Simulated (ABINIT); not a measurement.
Input of an ABINIT 10.8.3 (patched build) run:

Contents of run.abi:

```
# Pseudopotentials
pp_dirpath "./"
pseudos "Se.GGA_PBE-JTH.xml"

# Structure
acell 3*1.0 Angstrom
rprim
     4.3662000000     0.0000000000     0.0000000000
    -2.1831000000     3.7812401180     0.0000000000
     0.0000000000     0.0000000000     4.9536000000
ntypat 1
znucl 34
natom 3
typat 1 1 1
xred
     0.7746000000     0.7746000000     0.0000000000
     0.0000000000     0.2254000000     0.6666666667
     0.2254000000     0.0000000000     0.3333333333

# Plane-wave basis
ecut 18.0
pawecutdg 36.0

# k points
kptopt 1
ngkpt 3 3 2
nshiftk 1
shiftk 0.0 0.0 0.0

# Exchange and correlation
ixc -497498
usekden 1
pawxcdev 0

# Bands and occupations
nband 13
occopt 3
tsmear 0.05 eV

# SCF cycle
nstep 100
tolvrs 1.0e-7

# Output
iomode 3
prtwf 0
prtden 0
prteig 0
prtebands 0
enunit 2
prtvol 2
```

Potentials or basis: JTH PAW PBE v2.0.

Command:

```bash
$ abinit run.abi > log 2>&1
```

Q: Estimate the band gap on the k mesh.

A: 1.50 eV, direct.

Q: What does it give for the largest force?

A: 0.247 eV/Å.

Forces on the atoms (eV/Å):
```
Se  -0.124 -0.214  0.000
Se  -0.124  0.214  0.000
Se   0.247  0.000  0.000
```

Caveat: the k mesh is coarse (spacing up to 0.63 Å⁻¹), so the values aren't converged; the PAW data sets were made with another functional, which shifts forces and pressure a little; an odd mesh through Γ misses points on the zone boundary, where band edges often lie. r2SCAN opens gaps a little over a GGA but as a rule still falls short of measured ones.
